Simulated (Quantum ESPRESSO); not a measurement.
# La: equation of state with LDA

Crystal: La.

```
CELL_PARAMETERS angstrom
-2.12383 2.12383 2.12383
2.12383 -2.12383 2.12383
2.12383 2.12383 -2.12383
ATOMIC_POSITIONS crystal
La 0.00000 0.00000 0.00000
```

This isn't the form of La at room conditions, which is double hcp.

```yaml
Program: Quantum ESPRESSO 7.5
Task: equation of state
Functional: LDA
Potentials_or_basis: GBRV 1.5 LDA
Cutoff: 612 eV
Density_cutoff: 4898 eV
k_mesh: 9 × 9 × 9
Occupations: fermi-dirac, width 0.05 eV
Spin: no spin polarisation
Form_of_the_LDA_correlation: PZ81
Mixing_beta: 0.5
Most_SCF_iterations: 120
SCF_threshold: 2e-10 Ry
```

```yaml
Equilibrium_volume: "33.11 Å³/atom (rough: see the caveat)"
Bulk_modulus: 32 GPa (rough)
```

Energy against volume, from the lowest point:
| volume (Å³/atom) | energy (meV/atom) |
| --- | --- |
| 36.020 | 0.00 |
| 36.787 | 12.49 |
| 37.553 | 27.16 |
| 38.320 | 43.94 |
| 39.086 | 62.50 |
| 39.852 | 82.86 |
| 40.619 | 104.64 |

All runs of the series together: 74 s on 2 threads of Arm Neoverse V2 (shared host).

Caveat: the minimum lies outside the volumes run. Spin-orbit coupling is left out, which matters for the levels of La.
